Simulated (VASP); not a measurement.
Input of a VASP 6.6.1 run:

Contents of POSCAR:

```
MgB2
1.0
    3.0850000000      0.0000000000      0.0000000000
   -1.5425000000      2.6716883707      0.0000000000
    0.0000000000      0.0000000000      3.5230000000
Mg B
1 2
Direct
    0.0000000000      0.0000000000      0.0000000000
    0.3333333333      0.6666666667      0.5000000000
    0.6666666667      0.3333333333      0.5000000000
```

The input INCAR.step1:

```
SYSTEM = MgB2
  PREC = Accurate
  ENCUT = 600
  EDIFF = 1E-8
  ISMEAR = -1
  SIGMA = 0.05
  LREAL = .FALSE.
  LASPH = .TRUE.
  NELM = 100
  ALGO = Normal
  ISIF = 3
  LWAVE = .FALSE.
  LCHARG = .FALSE.
  GGA = PE
  IBRION = 2
  NSW = 40
  EDIFFG = -0.002
```

Contents of INCAR.step2:

```
SYSTEM = MgB2
  PREC = Accurate
  ENCUT = 600
  EDIFF = 1E-8
  ISMEAR = -1
  SIGMA = 0.05
  LREAL = .FALSE.
  LASPH = .TRUE.
  NELM = 100
  ALGO = Normal
  ISIF = 2
  LWAVE = .FALSE.
  LCHARG = .FALSE.
  GGA = PE
  IBRION = 8
  NSW = 1
```

KPOINTS

```
Automatic mesh
0
G
  18 18 14
  0 0 0
```

Potentials or basis: VASP PAW PBE potentials, release 64 (Mg, B).

The run is started by

```sh
$ cat potpaw_PBE.64/Mg/POTCAR potpaw_PBE.64/B/POTCAR > POTCAR
$ cp INCAR.step1 INCAR
$ mpirun -np 1 vasp_std > vasp.out
$ cp CONTCAR POSCAR
$ cp INCAR.step2 INCAR
$ mpirun -np 1 vasp_std > vasp.out
```

Q: Predict the highest phonon frequency at Γ, LO-TO splitting left out.

A: 688 cm⁻¹.

Q: What does it give for the space group after relaxing (to 0.05 Å)?

A: P6/mmm (No. 191).

Final structure:
```
Mg B
1.0
     3.07420    0.00000    0.00000
    -1.53710    2.66234    0.00000
     0.00000    0.00000    3.51966
Mg B
1 2
Direct
  0.00000 0.00000 0.00000
  0.33333 0.66667 0.50000
  0.66667 0.33333 0.50000
```
